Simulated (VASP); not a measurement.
# Ta (P6_3/mmc) in VASP: further runs

The runs below take Ta through single point, with PBE.

Program: VASP 6.6.1. These are calculated values, not measurements. Logs are shortened: lines on timing, memory, paths and dates and some standing lists are left out, and cuts for length are marked.

## 1. The structure

Symmetry: P6_3/mmc, No. 194, hexagonal system. The conventional cell has a = 2.944 Å, b = 2.944 Å, c = 10.010 Å, α = 90.00°, β = 90.00°, γ = 120.00°. Ta (site symmetry -3m) has 12 Ta at 2.94 to 3.03 Å as nearest neighbours. Around Ta (site symmetry -6m2) lie 12 Ta at 2.94 to 3.03 Å.

The cell was built by a generator and needn't be a form met in nature.

## 2. Single point, PBE (random cell without symmetry)

INCAR

```
  ALGO = Fast
  EDIFF = 1E-6
  ENCUT = 520
  GGA = PE
  ISIF = 2
  ISMEAR = 0
  LASPH = True
  LCHARG = True
  LELF = True
  LREAL = False
  LVHAR = True
  LWAVE = False
  NBANDS = 42
  NELM = 100
  PREC = Accurate
  SIGMA = 0.1
```

KPOINTS

```
k-points
0
Gamma
  4 4 4
```

POSCAR

```
Ta
1.0
    5.2730815089      1.5387336793     -0.0816870687
    0.7361389038      4.5896380536      0.5283530366
   -1.7231920368     -2.6193909301      4.5045765719
Ta
6
Direct
    0.8155420438      0.5132902692      0.0570528984
   -0.1841889504      0.8464329525     -0.2761740978
    0.3157334609      0.1798219813      0.8904101071
    0.8156475386      0.1798838426      0.3904954336
    0.3154917894      0.5133529529      0.5570977930
    0.3158230437      0.8464431850      0.2238173266
```

Potentials or basis: VASP PAW PBE potentials, release 64 (Ta_pv).

Started as:

```console
cat potpaw_PBE.64/Ta_pv/POTCAR > POTCAR
mpirun -np 1 vasp_std > vasp.out
```

OUTCAR:

```text
EDIFF = 1E-6
   ENCUT = 520
   GGA = PE
   ISIF = 2
   ISMEAR = 0
   LASPH = True
   LREAL = False
   NELM = 100
   PREC = Accurate

 ion  position               nearest neighbor table
   1  0.816  0.513  0.057-   2 2.86   4 2.86   6 2.87   3 2.87   4 2.87   2 2.87   5 2.89   5 2.89
                             4 3.31   2 3.31   3 3.31   6 3.32   3 3.32   6 3.32
   2  0.816  0.846  0.724-   1 2.86   4 2.86   5 2.86   3 2.87   4 2.87   1 2.87   6 2.89   6 2.89
                             1 3.31   4 3.31   3 3.31   5 3.32   3 3.32   5 3.32
   3  0.316  0.180  0.890-   5 2.86   6 2.86   2 2.87   1 2.87   5 2.87   6 2.87   4 2.89   4 2.89
                             6 3.31   5 3.31   1 3.31   2 3.31   1 3.32   2 3.32
   4  0.816  0.180  0.390-   2 2.86   1 2.86   5 2.87   6 2.87   2 2.87   1 2.87   3 2.89   3 2.89
                             1 3.31   2 3.31   6 3.31   5 3.31   5 3.32   6 3.32
   5  0.315  0.513  0.557-   6 2.86   3 2.86   2 2.86   4 2.87   3 2.87   6 2.87   1 2.89   1 2.89
                             6 3.31   3 3.31   4 3.31   2 3.32   4 3.32   2 3.32
   6  0.316  0.846  0.224-   5 2.86   3 2.86   1 2.87   4 2.87   3 2.87   5 2.87   2 2.89   2 2.89
                             5 3.31   3 3.31   4 3.31   1 3.32   4 3.32   1 3.32

  LATTYP: Found a triclinic cell.
 ALAT       =     5.4883339669
 B/A-ratio  =     1.0519299336
 C/A-ratio  =     0.8523952652
 COS(alpha) =     0.0003616124
 COS(beta)  =     0.4249373290
 COS(gamma) =     0.5250504790

  Lattice vectors:

 A1 = (   1.7231920368,   2.6193909301,  -4.5045765719)
 A2 = (  -3.5498894721,   1.0806572508,  -4.4228895032)
 A3 = (   0.7361389038,   4.5896380536,   0.5283530366)

Analysis of symmetry for initial positions (statically):
=====================================================================
 Subroutine PRICEL returns:
 Original cell was already a primitive cell.

 Routine SETGRP: Setting up the symmetry group for a
 triclinic supercell.

 Subroutine GETGRP returns: Found  1 space group operations
 (whereof  1 operations were pure point group operations)
 out of a pool of  2 trial point group operations.

The static configuration has the point symmetry C_1 .

Analysis of symmetry for dynamics (positions and initial velocities):
=====================================================================
 Subroutine PRICEL returns:
 Original cell was already a primitive cell.

 Routine SETGRP: Setting up the symmetry group for a
 triclinic supercell.

 Subroutine GETGRP returns: Found  1 space group operations
 (whereof  1 operations were pure point group operations)
 out of a pool of  2 trial point group operations.

The dynamic configuration has the point symmetry C_1 .

 Subroutine INISYM returns: Found  1 space group operations
 (whereof  1 operations are pure point group operations),
 and found     1 'primitive' translations

----------------------------------------------------------------------------------------

                                     Primitive cell

  volume of cell :     109.3235

  direct lattice vectors                    reciprocal lattice vectors
     5.273081509  1.538733679 -0.081687069     0.201771239 -0.038660010  0.054705455
     0.736138904  4.589638054  0.528353037    -0.061444913  0.215984995  0.102089008
    -1.723192037 -2.619390930  4.504576572     0.010865995 -0.026034489  0.211014215

  length of vectors
     5.493611081  4.678229887  5.488333967     0.212600367  0.246672173  0.212891671

  position of ions in fractional coordinates (direct lattice)
     0.815542044  0.513290269  0.057052898
     0.815811050  0.846432953  0.723825902
     0.315733461  0.179821981  0.890410107
     0.815647539  0.179883843  0.390495434
     0.315491789  0.513352953  0.557097793
     0.315823044  0.846443185  0.223817327

  ion indices of the primitive-cell ions
   primitive index   ion index
                 1           1
                 2           2
                 3           3
                 4           4
                 5           5
                 6           6

----------------------------------------------------------------------------------------

 KPOINTS: k-points

Automatic generation of k-mesh.
 Grid dimensions read from file:
 generate k-points for:    4    4    4

 Generating k-lattice:

  Cartesian coordinates                     Fractional coordinates (reciprocal lattice)
     0.050442810 -0.009665002  0.013676364     0.250000000 -0.000000000  0.000000000
    -0.015361228  0.053996249  0.025522252    -0.000000000  0.250000000 -0.000000000
     0.002716499 -0.006508622  0.052753554     0.000000000  0.000000000  0.250000000

  Length of vectors
     0.053150092  0.061668043  0.053222918

  Shift w.r.t. Gamma in fractional coordinates (k-lattice)
     0.000000000  0.000000000  0.000000000

 Subroutine IBZKPT returns following result:
 ===========================================

 Found     36 irreducible k-points:

 Following reciprocal coordinates:
            Coordinates               Weight
  0.000000  0.000000  0.000000      1.000000
  0.250000 -0.000000 -0.000000      2.000000
  0.500000 -0.000000 -0.000000      1.000000
 -0.000000  0.250000  0.000000      2.000000
  0.250000  0.250000 -0.000000      2.000000
  0.500000  0.250000 -0.000000      2.000000
[... 16 lines left out ...]
  0.000000 -0.250000  0.250000      2.000000
  0.250000 -0.250000  0.250000      2.000000
 [... further k-points ...]
   k-points           NKPTS =     36   k-points in BZ     NKDIM =     36   number of bands    NBANDS=     42
   number of dos      NEDOS =    301   number of ions     NIONS =      6
   total plane-waves  NPLWV =  63504
   dimension x,y,z NGX =    42 NGY =   36 NGZ =   42
   dimension x,y,z NGXF=    84 NGYF=   72 NGZF=   84
   ions per type =               6
   NGX,Y,Z   is equivalent  to a cutoff of  12.71, 12.79, 12.72 a.u.
   NGXF,Y,Z  is equivalent  to a cutoff of  25.42, 25.59, 25.44 a.u.
 SYSTEM =  unknown system
   PREC   = accura    normal or accurate (medium, high low for compatibility)
   ISTART =      0    job   : 0-new  1-cont  2-samecut
   ICHARG =      2    charge: 1-file 2-atom 10-const
   ISPIN  =      1    spin polarized calculation?
   LNONCOLLINEAR =      F non collinear calculations
   LSORBIT =      F    spin-orbit coupling
   LASPH  =      T    aspherical Exc in radial PAW
   ENCUT  =  520.0 eV  38.22 Ry    6.18 a.u.  10.21  8.70 10.20*2*pi/ulx,y,z
   NELM   =    100;   NELMIN=  2; NELMDL= -5     # of ELM steps
   EDIFF  = 0.1E-05   stopping-criterion for ELM
   LREAL  =      F    real-space projection
   EDIFFG = 0.1E-04   stopping-criterion for IOM
   NSW    =      0    number of steps for IOM
   IBRION =     -1    ionic relax: 0-MD 1-quasi-New 2-CG
   NFREE  =      0    steps in history (QN), initial steepest desc. (CG)
   ISIF   =      2    stress and relaxation
   ISYM   =      2    0-nonsym 1-usesym 2-fastsym
   POTIM  = 0.5000    time-step for ionic-motion
   TEBEG  =    0.0;   TEEND  =   0.0 temperature during run
   PSTRESS=    0.0 pullay stress
   NELECT =      66.0000    total number of electrons
   NUPDOWN=      -1.0000    fix difference up-down
   EMIN   =  10.00;   EMAX   =-10.00  energy-range for DOS
   EFERMI =   0.00;   METHOD = LEGACY
   ISMEAR =     0;   SIGMA  =   0.10  broadening in eV -4-tet -1-fermi 0-gaus
   EFERMI_NEDOS =   21; number of points for ismear=-14 and -15
   IALGO  =     68    algorithm
   IMIX   =      4    mixing-type and parameters
     AMIX     =   0.40;   BMIX     =  1.00
     AMIX_MAG =   1.60;   BMIX_MAG =  1.00
  volume/ion in A,a.u.               =      18.22       122.96
  Fermi-wavevector in a.u.,A,eV,Ry     =   1.383625  2.614671 26.047227  1.914417
  Thomas-Fermi vector in A             =   2.508205
   LORBIT       =      0    0 simple, 1 ext, 2 COOP (PROOUT), +10 PAW based schemes
   GGA     = PE    functional components
   LHFCALC =     F    Hartree Fock is set to
   AEXX    =    0.0000 exact exchange contribution
   IVDW    =     0    specifies the selected vdW correction
   LEPSILON=     F    determine dielectric tensor
   LRPA    =     F    only Hartree local field effects (RPA)
 non-spin polarized calculation
 RMM-DIIS sequential band-by-band and
 Gauss-broadening in eV      SIGMA  =   0.10
  energy-cutoff  :      520.00
  volume of cell :      109.32
 maximum number of plane-waves:      2966
 NGX is ok and might be reduce to    42
   NGX = 21   NGY = 17   NGZ = 21

 number of electron      66.0000000 magnetization

 Free energy of the ion-electron system (eV)
  ---------------------------------------------------
  ext. energy  EPLUGINS =         0.00000000
  ---------------------------------------------------
  free energy    TOTEN  =       -70.87062486 eV

  energy without entropy =      -70.83992907  energy(sigma->0) =      -70.85527697

 E-fermi :   5.4335     XC(G=0): -12.5574

 val. band max:        5.3615329017   @ k =   0.2500   0.5000   0.0000
 cond. band min:       5.4865196483   @ k =   0.5000   0.5000   0.2500
 fundamental gap:      0.1249867466
 Fermi energy:         5.4334544554

 k-point     1 :       0.0000    0.0000    0.0000
  band No.  band energies     occupation
      1     -28.8401      2.00000
      2     -28.6087      2.00000
      3     -28.6080      2.00000
      4     -28.5075      2.00000
      5     -28.5066      2.00000
      6     -28.4982      2.00000
[... 34 lines left out ...]
     41       9.3720      0.00000
     42       9.4069      0.00000

 k-point     2 :       0.2500   -0.0000   -0.0000
  band No.  band energies     occupation
      1     -28.6873      2.00000
      2     -28.6338      2.00000
      3     -28.5588      2.00000
      4     -28.5527      2.00000
      5     -28.4936      2.00000
      6     -28.4712      2.00000
[... 34 lines left out ...]
     41       9.2881      0.00000
     42       9.4485      0.00000

 k-point     3 :       0.5000   -0.0000   -0.0000
  band No.  band energies     occupation
      1     -28.5644      2.00000
      2     -28.5641      2.00000
      3     -28.5480      2.00000
      4     -28.5479      2.00000
      5     -28.3478      2.00000
      6     -28.3474      2.00000
[... 34 lines left out ...]
     41       8.8133      0.00000
     42       8.8233      0.00000

 k-point     4 :      -0.0000    0.2500    0.0000
  band No.  band energies     occupation
      1     -28.7571      2.00000
      2     -28.7566      2.00000
      3     -28.7559      2.00000
      4     -28.6682      2.00000
      5     -28.6421      2.00000
      6     -28.2917      2.00000
[... 844 lines left out ...]
     41       8.7238      0.00000
     42       9.0520      0.00000

 k-point    23 :       0.0000   -0.2500    0.2500
  band No.  band energies     occupation
      1     -28.7190      2.00000
      2     -28.6873      2.00000
      3     -28.6811      2.00000
      4     -28.6445      2.00000
      5     -28.6338      2.00000
      6     -28.2814      2.00000
[... 34 lines left out ...]
     41       8.2099      0.00000
     42       8.2708      0.00000

 k-point    24 :       0.2500   -0.2500    0.2500
  band No.  band energies     occupation
      1     -28.6873      2.00000
      2     -28.6486      2.00000
      3     -28.6061      2.00000
      4     -28.6020      2.00000
      5     -28.4516      2.00000
      6     -28.3014      2.00000
[... 34 lines left out ...]
     41       8.1620      0.00000
     42       8.9995      0.00000

 [... further k-points ...]

------------------------ aborting loop because EDIFF is reached ----------------------------------------

  FORCE on cell =-STRESS in cart. coord.  units (eV):
  Direction    XX          YY          ZZ          XY          YZ          ZX
  --------------------------------------------------------------------------------------
  -------------------------------------------------------------------------------------
  Total       -0.0221081      0.2465083     -0.0035507      0.1307175     -0.0493090      0.0306920
  in kB       -0.3240027      3.6126727     -0.0520369      1.9157146     -0.7226419      0.4498031
  external PRESSURE =       1.0788777 kB  Pullay stress =       0.0000000 kB

 VOLUME and BASIS-vectors are now :
 -----------------------------------------------------------------------------
  energy-cutoff  :      520.00
  volume of cell :      109.32
      direct lattice vectors                 reciprocal lattice vectors
     5.273081509  1.538733679 -0.081687069     0.201771239 -0.038660010  0.054705455
     0.736138904  4.589638054  0.528353037    -0.061444913  0.215984995  0.102089008
    -1.723192037 -2.619390930  4.504576572     0.010865995 -0.026034489  0.211014215

 POSITION                                       TOTAL-FORCE (eV/Angst)
 -----------------------------------------------------------------------------------
      4.57996      3.46127      0.46158         0.001687     -0.003202      0.001027
      3.67764      3.24415      3.64110        -0.002135      0.003006      0.000233
      0.26291     -1.02118      4.08014        -0.003252      0.000318      0.003099
      3.76050      1.05781      1.78743         0.002731      0.000892     -0.002771
      1.08153      1.38231      2.75495         0.004339     -0.003536     -0.002266
      1.90278      3.78457      1.42962        -0.003369      0.002522      0.000678
 -----------------------------------------------------------------------------------
    total drift:                               -0.000082     -0.000207     -0.000284

  FREE ENERGIE OF THE ION-ELECTRON SYSTEM (eV)
  ---------------------------------------------------
  free  energy   TOTEN  =       -70.8706248624 eV

  energy  without entropy=      -70.8399290723  energy(sigma->0) =      -70.85527697
```

Run time: 2.3 min. Hardware: 1 thread of Intel Xeon Platinum 8559C (Emerald Rapids), shared host; peak memory 0.3 GiB.

Results:

- Free energy: -70.8706 eV
- Pressure: 0.1 GPa
- Largest force: 0.006 eV/Å
- Band gap on the k mesh: none (metal or under the smearing width)

Forces in eV/Å, atoms in the order of the input:
```
Ta   0.002 -0.003  0.001
Ta  -0.002  0.003  0.000
Ta  -0.003  0.000  0.003
Ta   0.003  0.001 -0.003
Ta   0.004 -0.004 -0.002
Ta  -0.003  0.003  0.001
```

Caveat: the k mesh is coarse (spacing up to 0.39 Å⁻¹), so the values aren't converged.

(Continued in part 2 of 2.)
